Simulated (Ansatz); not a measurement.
## Straining CoSi2

The calculation used DFT PBEsol, scalar-relativistic, plane waves, PAW (Ansatz). Run with 420 eV cutoff, 10×10×8 k-mesh, Gaussian smearing of 0.10 eV, no spin polarisation.

The relaxed crystal:

```xyz
6
Lattice="2.6563 2.6563 0.0000 -2.6563 2.6563 0.0000 0.0000 0.0000 5.3125" Properties=species:S:1:pos:R:3 pbc="T T T"
Co    0.0000    0.0000    0.0000
Co    0.0000    2.6563    2.6563
Si   -1.3281    1.3281    3.9844
Si    1.3281    1.3281    3.9844
Si    1.3281    1.3281    1.3281
Si   -1.3281    1.3281    1.3281
```

Deformation: uniaxial strain along c, with the lengths of a and b and the atoms relaxed and the angles held, all within the symmetry that the strain leaves. Energies are extrapolated to zero smearing. Stress is positive in compression, on the Cartesian axes of the cell above. On this cell's mesh the reference holds a stress of up to 0.16 GPa.

```
strain (%)  ΔE (meV/atom) a (Å) b (Å) c (Å)  σxx (GPa)  σyy (GPa)  σzz (GPa)
      -4.5              ?      ?      ?  5.073          ?          ?          ?
      -3.0            6.3  3.799  3.799  5.153       0.00       0.00       5.07
      -1.5            1.8  3.777  3.777  5.233       0.01       0.01       2.56
      +0.0            0.0  3.757  3.757  5.313      -0.14      -0.14       0.16
      +1.5              ?      ?      ?  5.392          ?          ?          ?
      +3.0            4.5  3.715  3.715  5.472       0.00       0.00      -4.00
      +4.5           10.1  3.695  3.695  5.552      -0.01      -0.01      -5.76
```

(1) Fill in the row at -4.5 %.

(2) Fill in the row at +1.5 %.

Results:

(1) ΔE 14.2 meV/atom; a 3.821 Å; b 3.821 Å; σxx 0.00 GPa; σyy 0.00 GPa; σzz 8.08 GPa.

(2) ΔE 0.9 meV/atom; a 3.735 Å; b 3.735 Å; σxx 0.00 GPa; σyy 0.00 GPa; σzz -1.97 GPa.